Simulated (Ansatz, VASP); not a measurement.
# SrO: VASP beside Ansatz

```
Sr O
1.0
     0.00000    2.38960    2.80518
     2.38960    0.00000    2.80518
     2.38960    2.38960    0.00000
Sr O
1 1
Direct
  0.00000 0.00000 0.00000
  0.50000 0.50000 0.50000
```

Change from the starting cell: strain -0.080 along x and y, +0.080 along z, atoms carried along.

Alike in both runs: task single point; functional PBE; k mesh 8 × 8 × 8; occupations gaussian, width 0.05 eV; no spin polarisation.

|  | VASP | Ansatz |
| --- | --- | --- |
| version | VASP 6.6.1 | Ansatz 0.2.0 |
| potentials or method | VASP PAW PBE potentials, release 64 (Sr_sv, O) | scalar-relativistic, plane waves, PAW |
| plane-wave cutoff (eV) | 520 | 420 |
| valence electrons in the cell | 16 | 16 |

Ansatz gave:

| Item | Value |
| --- | --- |
| gap on the k mesh at the Fermi level (eV) | 2.90 |
| least direct gap on the mesh (eV) | 2.90 |
| pressure (GPa) | 15.2 |
| largest component of the traceless stress (GPa) | 17.27 |

Estimate VASP's values.

gap on the k mesh at the Fermi level (eV): 2.86; least direct gap on the mesh (eV): 2.86; pressure (GPa): 16.2; largest component of the traceless stress (GPa): 18.12.

Caveats: so large a pressure means that the cell lies far from this level's equilibrium, or that cutoff or potentials fall short (VASP). A k mesh can miss the band edges.
